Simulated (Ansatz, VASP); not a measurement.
# Cross-check of NiS between VASP and Ansatz

Aim: how closely do two programs agree when they are given the same cell, functional and k mesh?

Method: plane waves, with VASP 6.6.1 beside it; single point at PBEsol, in Ansatz 0.2.0.

## 1. The structure

The structure is hexagonal, space group P6_3/mmc (No. 194). The conventional cell has a = 3.430 Å, b = 3.430 Å, c = 5.340 Å, α = 90.00°, β = 90.00°, γ = 120.00°. Ni has 6 S at 2.39 Å and 2 Ni at 2.67 Å nearest. Nearest to S lie 6 Ni at 2.39 Å. Farther neighbours and most contacts between anions are not listed.

## 2. VASP: single point, PBEsol

With cell and atoms fixed, the geometry can't cause a difference; cores, projectors, grids and the points listed under the comparison can.

Lines of VASP's logs that name or quote its potential files are left out, and so is its time.

Contents of INCAR:

```
SYSTEM = NiS
PREC = Accurate
ENCUT = 400
EDIFF = 1E-05
NELM = 100
ISMEAR = 0
SIGMA = 0.05
LREAL = .FALSE.
ALGO = Normal
GGA = PS
NBANDS = 26
ISPIN = 2
MAGMOM = 1 1 0 0
LASPH = .TRUE.
LMAXMIX = 4
LORBIT = 11
LWAVE = .FALSE.
LCHARG = .FALSE.
KPAR = 4
```

Contents of POSCAR:

```
NiS
1.0
    3.4300000000      0.0000000000      0.0000000000
   -1.7150000000      2.9704671350      0.0000000000
    0.0000000000      0.0000000000      5.3400000000
Ni S
2 2
Direct
    0.0000000000      0.0000000000      0.5000000000
    0.0000000000      0.0000000000      0.0000000000
    0.6666666667      0.3333333333      0.7500000000
    0.3333333333      0.6666666667      0.2500000000
```

Contents of KPOINTS:

```
Automatic mesh
0
Gamma
9 9 4
0 0 0
```

Potentials, in the order of the species: Ni and S (PBE family, release 64).

Command:

```console
$ mpirun -np 4 vasp_std
```

Numbers of over 12 decimals in the logs are rounded to 6 here.

What it wrote:

```text
[banner, memory and clock lines left out]
running    4 mpi-ranks, on    1 nodes
 distrk:  each k-point on    1 cores,    4 groups
 distr:  one band on    1 cores,    1 groups

 POSCAR found type information on POSCAR NiS
 POSCAR found :  2 types and       4 ions
|                                                                             |
|               ----> ADVICE to this user running VASP <----                  |
|                                                                             |
|     You enforced a specific xc type in the INCAR file but a different       |
|     [... a line on the potential file left out ...]
|     I HOPE YOU KNOW WHAT YOU ARE DOING!                                     |
|                                                                             |

 LDA part: xc-table for (Slater+PW92), standard interpolation
 POSCAR, INCAR and KPOINTS ok, starting setup
 FFT: planning ... GRIDC
 FFT: planning ... GRID_SOFT
 FFT: planning ... GRID
 WAVECAR not read
 entering main loop
       N       E                     dE             d eps       ncg     rms          rms(c)
DAV:   1     0.191823854907E+03    0.19182E+03   -0.11837E+04  3760   0.116E+03
DAV:   2    -0.793887617235E+01   -0.19976E+03   -0.18527E+03  3866   0.273E+02
DAV:   3    -0.242000139016E+02   -0.16261E+02   -0.15496E+02  4684   0.868E+01
DAV:   4    -0.246732483869E+02   -0.47323E+00   -0.47121E+00  4382   0.149E+01
DAV:   5    -0.246881544091E+02   -0.14906E-01   -0.14900E-01  4892   0.273E+00    0.204E+01
DAV:   6    -0.270233650645E+02   -0.23352E+01   -0.25438E+01  4440   0.938E+01    0.250E+01
DAV:   7    -0.223484642352E+02    0.46749E+01   -0.98204E+00  4464   0.717E+01    0.729E+00
DAV:   8    -0.224499773057E+02   -0.10151E+00   -0.96743E-01  4608   0.717E+00    0.237E+00
DAV:   9    -0.224397828372E+02    0.10194E-01   -0.36625E-02  5078   0.255E+00    0.880E-01
DAV:  10    -0.224393236146E+02    0.45922E-03   -0.46538E-03  5280   0.566E-01    0.436E-01
DAV:  11    -0.224394178219E+02   -0.94207E-04   -0.14419E-03  5116   0.476E-01    0.124E-01
DAV:  12    -0.224395011951E+02   -0.83373E-04   -0.40400E-04  5410   0.204E-01    0.629E-02
DAV:  13    -0.224395118995E+02   -0.10704E-04   -0.22827E-05  3424   0.617E-02    0.307E-02
DAV:  14    -0.224395096862E+02    0.22132E-05   -0.57756E-06  2178   0.205E-02
   1 F= -.22439510E+02 E0= -.22437833E+02  d E =-.335392E-02  mag=     0.0011
```

From OUTCAR (step 2):

```text
ion  position               nearest neighbor table
   1  0.000  0.000  0.500-   3 2.39   4 2.39   3 2.39   4 2.39   3 2.39   4 2.39   2 2.67   2 2.67

  LATTYP: Found a hexagonal cell.
 ALAT       =     3.4300000000
 C/A-ratio  =     1.5568513120

 Subroutine GETGRP returns: Found 24 space group operations
 (whereof 12 operations were pure point group operations)

The static configuration has the point symmetry D_3d.
 The point group associated with its full space group is D_6h.

 Found     36 irreducible k-points:

   k-points           NKPTS =     36   k-points in BZ     NKDIM =     36   number of bands    NBANDS=     26

   dimension x,y,z NGX =    24 NGY =   24 NGZ =   36
   dimension x,y,z NGXF=    48 NGYF=   48 NGZF=   72

   ENCUT  =  400.0 eV  29.40 Ry    5.42 a.u.   5.59  5.59  8.71*2*pi/ulx,y,z

   NELECT =      32.0000    total number of electrons

 k-points in reciprocal lattice and weights: Automatic mesh
   0.00000000  0.00000000  0.00000000       0.003
   0.11111111  0.00000000  0.00000000       0.019
   0.22222222  0.00000000  0.00000000       0.019
   0.33333333 -0.00000000  0.00000000       0.019
   0.44444444  0.00000000  0.00000000       0.019
   0.11111111  0.11111111  0.00000000       0.019
   0.22222222  0.11111111  0.00000000       0.037
   0.33333333  0.11111111  0.00000000       0.037
   0.44444444  0.11111111  0.00000000       0.019
[...]
0.33333333  0.22222222  0.50000000       0.037
   0.33333333  0.33333333  0.50000000       0.006

 average (electrostatic) potential at core
       1 -82.8820       2 -82.8820       3 -84.2007       4 -84.2007

 E-fermi :   8.4501

 spin component 1
 k-point     1 :       0.0000    0.0000    0.0000
  band No.  band energies     occupation
    ...
     12       6.8836      1.00000
     13       6.9595      1.00000
     14       6.9595      1.00000
     15       7.4987      1.00000
     16       7.9909      1.00000
     17       9.9278      0.00000
     18       9.9278      0.00000
     19      12.0287      0.00000
     20      12.6458      0.00000
     21      15.1871      0.00000
    ...

 k-point     2 :       0.1111    0.0000    0.0000
  band No.  band energies     occupation
    ...
     12       6.8947      1.00000
     13       6.9558      1.00000
     14       7.0728      1.00000
     15       7.9580      1.00000
     16       8.0180      1.00000
     17       9.3195      0.00000
     18       9.8145      0.00000
     19      12.8540      0.00000
     20      13.3901      0.00000
     21      15.0069      0.00000
    ...

 k-point     3 :       0.2222    0.0000    0.0000
  band No.  band energies     occupation
    ...
     12       6.8220      1.00000
     13       6.9523      1.00000
     14       7.1349      1.00000
     15       7.8524      1.00000
     16       8.4457      0.55016
     17       8.7313      0.00000
     18       9.7413      0.00000
     19      13.3225      0.00000
     20      14.3931      0.00000
     21      14.7666      0.00000
    ...

 k-point     4 :       0.3333   -0.0000    0.0000
  band No.  band energies     occupation
    ...
     12       6.7993      1.00000
     13       6.9367      1.00000
     14       6.9699      1.00000
     15       7.5914      1.00000
     16       7.8531      1.00000
     17       9.0645      0.00000
     18       9.8558      0.00000
     19      13.0588      0.00000
     20      13.5440      0.00000
     21      13.9316      0.00000
    ...

 k-point     5 :       0.4444    0.0000    0.0000
  band No.  band energies     occupation
    ...
     12       6.7480      1.00000
     13       6.7691      1.00000
     14       7.0088      1.00000
     15       7.2536      1.00000
     16       7.6751      1.00000
     17       9.0296      0.00000
     18       9.9737      0.00000
     19      12.9256      0.00000
     20      13.2911      0.00000
     21      13.3070      0.00000
    ...

 k-point     6 :       0.1111    0.1111    0.0000
  band No.  band energies     occupation
    ...
     11       6.7695      1.00000
     12       6.8465      1.00000
     13       6.9471      1.00000
     14       7.1831      1.00000
     15       7.9042      1.00000
     16       8.5498      0.00240
     17       8.9632      0.00000
     18       9.3435      0.00000
     19      13.8727      0.00000
     20      14.3222      0.00000
    ...

  Total       -2.5203289     -2.5203289     -4.0954761      0.0000000     -0.0000000      0.0000000
  in kB      -74.2177299    -74.2177300   -120.6020949      0.0000000     -0.0000000      0.0000000
  external PRESSURE =     -89.6791849 kB  Pullay stress =       0.0000000 kB

  energy-cutoff  :      400.00
  volume of cell :       54.41
      direct lattice vectors                 reciprocal lattice vectors
     3.430000000  0.000000000  0.000000000     0.291545190  0.168323694  0.000000000
    -1.715000000  2.970467135  0.000000000     0.000000000  0.336647387  0.000000000
     0.000000000  0.000000000  5.340000000     0.000000000  0.000000000  0.187265918

 POSITION                                       TOTAL-FORCE (eV/Angst)
 -----------------------------------------------------------------------------------
      0.00000      0.00000      2.67000        -0.000000      0.000000      0.000000
      0.00000      0.00000      0.00000        -0.000000      0.000000      0.000000
      1.71500      0.99016      4.00500        -0.000000      0.000000      0.000000
     -0.00000      1.98031      1.33500         0.000000      0.000000     -0.000000
 -----------------------------------------------------------------------------------
    total drift:                               -0.000000      0.000000      0.000000

  FREE ENERGIE OF THE ION-ELECTRON SYSTEM (eV)
  ---------------------------------------------------
  free  energy   TOTEN  =       -22.4395096862 eV

  energy  without entropy=      -22.4361557696  energy(sigma->0) =      -22.43783273

 total charge
# of ion       s       p       d       tot
------------------------------------------
    1        0.385   0.448   8.409   9.242
    2        0.385   0.448   8.409   9.242
    3        1.349   2.255   0.000   3.604
    4        1.349   2.255   0.000   3.604
--------------------------------------------------
tot          3.469   5.407  16.818  25.694

 magnetization (x)
# of ion       s       p       d       tot
------------------------------------------
    1        0.000   0.000   0.001   0.001
    2        0.000   0.000   0.001   0.001
    3        0.000   0.000   0.000   0.000
    4        0.000   0.000   0.000   0.000
--------------------------------------------------
tot          0.000   0.000   0.001   0.001

[... 6 further parts left out ...]
```

The moments of VASP's start collapse, so its state is non-magnetic.

## 3. Ansatz: single point, PBEsol

Ansatz runs on its default PAW (the set named soft_2) files.

The same cell, functional, mesh and smearing now go to Ansatz, which takes its cutoff from its data sets.

Contents of input.yaml:

```yaml
crystal:
  lattice:
    - [3.43, 0.0, 0.0]
    - [-1.715, 2.970467135, 0.0]
    - [0.0, 0.0, 5.34]
  atoms:
    - { symbol: Ni, position: [0.0, 0.0, 0.5], spin: 1.0 }
    - { symbol: Ni, position: [0.0, 0.0, 0.0], spin: 1.0 }
    - { symbol: S, position: [0.6666666667, 0.3333333333, 0.75] }
    - { symbol: S, position: [0.3333333333, 0.6666666667, 0.25] }
hamiltonian:
  xc: pbesol
  pseudopotentials: { kind: paw }
magnetization:
  spin_polarized: true
kpoints:
  mp_grid: { grid: [9, 9, 4] }
scf:
  occupations: { method: gaussian, width: 0.05 }
  n_extra_bands: 8
output:
  forces: true
  stress: true
  eigenvalues: true
```

Command:

```console
$ ansatz run input.yaml --threads 2 --pin off --max-ram 4608MiB --backend cpu --events-out ev --progress --plain --runs-dir out
```

What it wrote:

```text
scf.n_extra_bands = 8 over 24 filled bands (N_el = 48.0): the run solves 32 bands
Engine: ansatz 0.2.0, aarch64-unknown-linux-gnu
Pseudopotentials: kind: paw
Pseudopotential: Ni, paw, valence charge 18, recommended cutoff 420 eV (normal), Ni.paw.azcp
Pseudopotential: S, paw, valence charge 6, recommended cutoff 420 eV (normal), S.paw.azcp
Functional definition: PBEsol
  exchange = pbesol_x
  correlation = pbesol_c
Crystal: 4 atoms, lattice volume = 54.408 Å³
Basis set: ecut = 420 eV, 1085 PW (Γ), exchange–correlation on 48×48×72 points (8 copies of the dense FFT grid, shifted against one another)
Bands: 32, of which v1, the nominal top of the filled ones, is band 24 counted from 1 (23 counted from 0)
Symmetry: 24 space group operations
Space group: P63/mmc (ITA 194), of the structure as read, at distance tolerance 3.8e-5 Å
Magnetic group: BNS 194.263 (UNI 1493), of the structure as read, at distance tolerance 3.8e-5 Å
k-points: 36 of 324
Non-local potential: Ni, projectors of the file, l = 0: 3, l = 1: 2, l = 2: 3, l = 3: 1
Non-local potential: S, projectors of the file, l = 0: 2, l = 1: 2, l = 2: 2
PAW form: soft (Blöchl's): semilocal exchange-correlation on the pseudo side does not see the compensation charge
PAW frozen core: Ni, regenerated for the run's functional, and the local potential with it (the file was generated under x = pbe(κ = 0.804, μ = 0.219515), c = pbe(β = 0.066725))
PAW frozen core: S, regenerated for the run's functional, and the local potential with it (the file was generated under x = pbe(κ = 0.804, μ = 0.219515), c = pbe(β = 0.066725))
PAW one-centre angular grid: Ni, 590 points (default); XC on 64 Gauss nodes
PAW one-centre angular grid: S, 110 points (default); XC on 64 Gauss nodes
Initial density: superposition of atomic densities (chi_scale 0.1, normalization cell)
Starting moments: Σ|m| = 2 μB on 2 of 4 sites
Initial wavefunctions: pseudopotential atomic-orbital guess
Functional: x = pbesol(κ = 0.804, μ = 0.123457), c = pbesol(β = 0.046)
iter 1 solved again at ethr=6.38e-4 eV; its pass at ethr=3.10e-3 eV (dr2=3.06e-1 eV) is discarded
SCF iter   1: F=—  HF=-13377.886396 eV  |F-HF|=—  |Δ(HF+E_count)|=         —  Δρ=7.28e-2 (↑6.35e-2 ↓7.28e-2)  dr2=3.07e-1  dr2_m=2.08e0  M=0.516 μB ∫|m|=0.535 μB  β_m=0.30  ethr=6.38e-4  ⟨swp⟩=1.6  Hψ=11984  notcnv=0
Mixer restart at iter 1: flushing history
preconditioner: auto → Kerker (q_TF=auto, 2.672 Å⁻¹)  [metal: Δε(μ)=0.016 eV  Ē_g=9.169 eV  σ=0.050 eV  W_gap=0.17  n_scr=22 (ndim 8)  ℏωp=28.5 eV  f_vac=0.000  D(μ)=4.45/eV (n_scr^D=54)]
spin=Collinear: Kerker preconditioning applied to the charge; magnetization (m = ρ↑ − ρ↓) channel mixes plain (no charge-response kernel on spin).
SCF iter   2: F=—  HF=-13378.931307 eV  |F-HF|=—  |Δ(HF+E_count)|=    1.04e0  Δρ=7.30e-2 (↑4.56e-2 ↓7.30e-2)  dr2=5.59e-1  dr2_m=1.62e0  M=0.262 μB ∫|m|=0.295 μB  β_m=0.65  ethr=6.38e-4  ⟨swp⟩=1.5  Hψ=2573  notcnv=0
SCF iter   3: F=—  HF=-13380.944941 eV  |F-HF|=—  |Δ(HF+E_count)|=    2.01e0  Δρ=2.34e-2 (↑2.34e-2 ↓2.32e-2)  dr2=1.47e-1  dr2_m=2.40e-1  M=0.093 μB ∫|m|=0.117 μB  β_m=0.82  ethr=6.38e-4  ⟨swp⟩=3.0  Hψ=5014  notcnv=0
SCF iter   4: F=—  HF=-13381.231793 eV  |F-HF|=—  |Δ(HF+E_count)|=   2.87e-1  Δρ=1.77e-2 (↑1.77e-2 ↓1.53e-2)  dr2=4.86e-1  dr2_m=9.85e-4  M=-0.008 μB ∫|m|=0.009 μB  β_m=0.71  ethr=3.06e-4  ⟨swp⟩=2.8  Hψ=5038  notcnv=0  defer=186
SCF iter   5: F=—  HF=-13381.125072 eV  |F-HF|=—  |Δ(HF+E_count)|=   1.07e-1  Δρ=6.92e-3 (↑6.20e-3 ↓6.92e-3)  dr2=1.64e-2  dr2_m=1.90e-2  M=0.037 μB ∫|m|=0.043 μB  β_m=0.82  ethr=3.06e-4  ⟨swp⟩=2.1  Hψ=3520  notcnv=0  defer=186
SCF iter   6: F=—  HF=-13381.119088 eV  |F-HF|=—  |Δ(HF+E_count)|=   5.98e-3  Δρ=5.23e-3 (↑3.94e-3 ↓5.23e-3)  dr2=3.00e-2  dr2_m=2.42e-4  M=-0.005 μB ∫|m|=0.006 μB  β_m=0.91  ethr=3.42e-5  ⟨swp⟩=2.1  Hψ=4158  notcnv=0  defer=188
SCF iter   7: F=—  HF=-13381.123714 eV  |F-HF|=—  |Δ(HF+E_count)|=   4.63e-3  Δρ=2.13e-3 (↑9.23e-4 ↓2.13e-3)  dr2=7.50e-4  dr2_m=1.09e-3  M=-0.012 μB ∫|m|=0.013 μB  β_m=0.95  ethr=3.42e-5  ⟨swp⟩=2.0  Hψ=3417  notcnv=0  defer=188
SCF iter   8: F=—  HF=-13381.123952 eV  |F-HF|=—  |Δ(HF+E_count)|=   2.38e-4  Δρ=7.29e-4 (↑7.29e-4 ↓6.16e-4)  dr2=3.18e-5  dr2_m=2.19e-4  M=-0.005 μB ∫|m|=0.006 μB  β_m=0.98  ethr=1.56e-6  ⟨swp⟩=2.1  Hψ=3333  notcnv=0  defer=188
SCF iter   9: F=—  HF=-13381.123950 eV  |F-HF|=—  |Δ(HF+E_count)|=   1.65e-6  Δρ=7.62e-5 (↑7.62e-5 ↓3.10e-5)  dr2=1.89e-6  dr2_m=1.22e-6  M=-0.000 μB ∫|m|=0.001 μB  β_m=0.99  ethr=6.63e-8  ⟨swp⟩=2.0  Hψ=3419  notcnv=0  defer=188
SCF iter  10: F=—  HF=-13381.123950 eV  |F-HF|=—  |Δ(HF+E_count)|=   6.96e-8  Δρ=7.83e-6 (↑7.83e-6 ↓5.51e-6)  dr2=6.15e-8  dr2_m=2.40e-9  M=-0.000 μB ∫|m|=0.000 μB  β_m=0.99  ethr=3.93e-9  ⟨swp⟩=2.2  Hψ=3387  notcnv=0  defer=188
SCF iter  11: F=—  HF=-13381.123950 eV  |F-HF|=—  |Δ(HF+E_count)|=   1.74e-8  Δρ=4.16e-6 (↑4.16e-6 ↓4.14e-6)  dr2=3.35e-8  dr2_m=5.48e-12  M=0.000 μB ∫|m|=0.000 μB  β_m=1.00  ethr=1.28e-10  ⟨swp⟩=2.0  Hψ=3693  notcnv=0  defer=188
SCF iter  12: F=-13381.123950 eV  HF=-13381.123950 eV  |F-HF|=7.07e-9  |Δ(HF+E_count)|=   3.00e-9  Δρ=2.23e-6 (↑2.07e-6 ↓2.23e-6)  dr2=7.75e-9  dr2_m=1.09e-11  M=0.000 μB ∫|m|=0.000 μB  ethr=6.97e-11  ⟨swp⟩=6.7  Hψ=9231  notcnv=0
SCF 1 converged in 12 iterations: F = -13381.123950 eV  dr2 = 7.75e-9
  greatest PAW one-centre occupation: 1.001 electrons in one spin orbital (limit 2), on the Ni atom at site 0 (counted from 0), in its partial waves of l = 1
WARN: the starting moments were not kept: the SCF closed with an absolute magnetisation of 2.6e-6 μB, where they sum to 2 μB in size (2 sites). That is at most 0.1 of that sum. Measured as dr2_m measures the in/out step, that magnetisation stands 5.6e-12 eV from none, at or under the dr2_threshold of 1.0e-7 eV: it is no larger than a step whose dr2_m would equal this threshold. The system may hold no moment; this SCF [...]
SCF converged after 12 iterations
Magnetization: 0.0000 μB (24.0000 up, 24.0000 down)
Absolute magnetization: 0.0000 μB (∫|ρ↑−ρ↓|, with the PAW one-centre terms)
Spin contamination: 0.0000 ħ² per cell (⟨S²⟩ above its minimum at these occupations)
Per-site moments (μB) at R_I (Å): [(9.514813549373767e-7, 0.985164), (9.514813549332973e-7, 0.985164), (2.1723905739358445e-7, 0.985164), (2.17239057520501e-7, 0.985164)]
Free energy (F): -13381.123950 eV
Harris-Foulkes:  -13381.123950 eV  (|F-HF|=7.07e-9)
Internal energy: -13381.120591 eV  (E = F + TS)
E sigma→0 (E₀):  -13381.122271 eV
Entropy (-TS):   -0.003359 eV (-0.840 meV/atom)
Fermi energy:    12.872512 eV
--- Per-component energies (eV) ---
  E_band       = -699.794693
  E_kinetic    = 778.633795
  E_local      = -8986.230525  (includes V_loc(G=0)·N_el)
  E_nonlocal   = 1342.949139
  E_hartree    = 3815.063715
  E_xc         = -359.582811
  E_vxc        = -391.418798  (∫ρ·V_xc dr)
  E_paw        = -4367.530404  (= ΣΔE_a)
  E_vpaw       = -1073.866945  (= ΣTr[D̂ρ^β])
  E_aug_tail   = 0.000916  (compensation charges beyond the density's cutoff)
  E_ewald      = -5604.942892
  E_core_change = 0.518476  (= ΣΔE_core)
  E_smearing   = -0.003359  (= −TS)
  E_closure    = -0.000000  (closes the sum)
  Σ components = -13381.123950   (vs F -13381.123950, Δ=0.00e0)
--- Forces (eV/Å), atoms counted from 1 ---
  atom   1  Ni     0.00000000    -0.00000000     0.00000000
  atom   2  Ni    -0.00000000    -0.00000000    -0.00000000
  atom   3  S     -0.00000000    -0.00000000     0.00000000
  atom   4  S      0.00000000     0.00000000     0.00000000
  max |Σ_I F_I| component: 1.85e-17 eV/Å
--- Stress (GPa, compression-positive) ---
       -7.343753       0.000000       0.000000
       -0.000000      -7.343753       0.000000
        0.000000       0.000000     -12.084524
  P = ⅓ Tr σ = -8.9240 GPa (-89.240 kbar)
--- Band table (eV; the first three rows and the last of 72) ---
  k-point 0 ↑: bands = [... 20 lower, 11.3852, 11.3852, 11.9006, 12.4211, 14.3546, 14.3546, 16.3910, 17.0228, ... 4 higher]
  k-point 1 ↑: bands = [... 20 lower, 11.1896, 12.0138, 12.3069, 12.3069, 14.1154, 14.1154, 16.9392, 17.8875, ... 4 higher]
  k-point 2 ↑: bands = [... 20 lower, 11.2912, 11.2912, 13.3932, 13.3932, 13.3932, 13.3932, 18.0331, 18.0331, ... 4 higher]
  k-point 35 ↓: bands = [... 20 lower, 11.4610, 11.4610, 11.6605, 11.6605, 14.1418, 14.1418, 18.2157, 18.2157, ... 4 higher]
```

The job ended after 5.5 s (2 threads of Arm Neoverse V1, shared host; peak memory 0.41 GiB; 11 s of CPU time).

The run ends at a pressure of -8.92 GPa.

## 4. Differences

Known differences besides the potentials themselves: the data sets hold 48 valence electrons in Ansatz (default PAW (the set named soft_2) files) and 32 in VASP; the cutoff is 420 eV in Ansatz and 400 eV in VASP; Ansatz makes its cores anew for this functional, VASP keeps those of its PBE data sets. Total energies have different zeros and are not compared.

Both answers:

```csv
quantity,Ansatz,VASP,difference
pressure (GPa),-8.92,-8.97,+0.04
```

Ansatz's pressure holds a Pulay correction of 0.03 GPa; VASP's holds none.

## 5. Summary of results

```json
{"difference in pressure (single point, PBEsol)": "0.044 GPa"}
```

The difference in pressure is 0.044 GPa (single point, PBEsol), within the 1 GPa picked in this series as the mark of a large difference. Such differences can come from data sets, numerical settings and the points named under the comparisons, not from the functional's error against experiment.

[Lines on the potential files, build, host, timing and source positions are cut from VASP's logs without a mark.]

[Logs are printed without paths, hosts, clocks, repeated set-up lines and the standing remarks that a program may print on its own settings, such as how far it seeks lower states.]

[Hosts, paths, dates, database ids (printed as entryN), source tags and the programs' standing remarks are cut or masked in the printed files.]
